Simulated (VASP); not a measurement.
Runs of VASP 6.6.1 on Hg. The cell holds a slab with vacuum, 4 atoms: a = 3.606 Å, b = 3.606 Å, c = 23.444 Å, α = 90.00°, β = 90.00°, γ = 60.06°. 

```csv
level,gap on the mesh (eV)
revPBE+D3,(b)
revPBE+dDsC,1.36
revPBE,(a)
revPBE+D3(BJ),1.41
revPBE+D4,1.43
```

Alike in all rows: task relaxation of the atoms; potentials or basis VASP PAW PBE potentials, release 64 (Hg); no spin polarisation; cell atoms relaxed; k mesh 7 × 7 × 1; cutoff (eV) 520; smearing fermi-dirac 0.05 eV.

Question: Estimate the missing entries.

Answer: (a) 1.35; (b) 1.34.

Caveats: spin-orbit coupling is left out, which moves the levels of the heavy elements.

A k mesh can miss the band edges, and the runs leave out spin-orbit coupling on Hg.
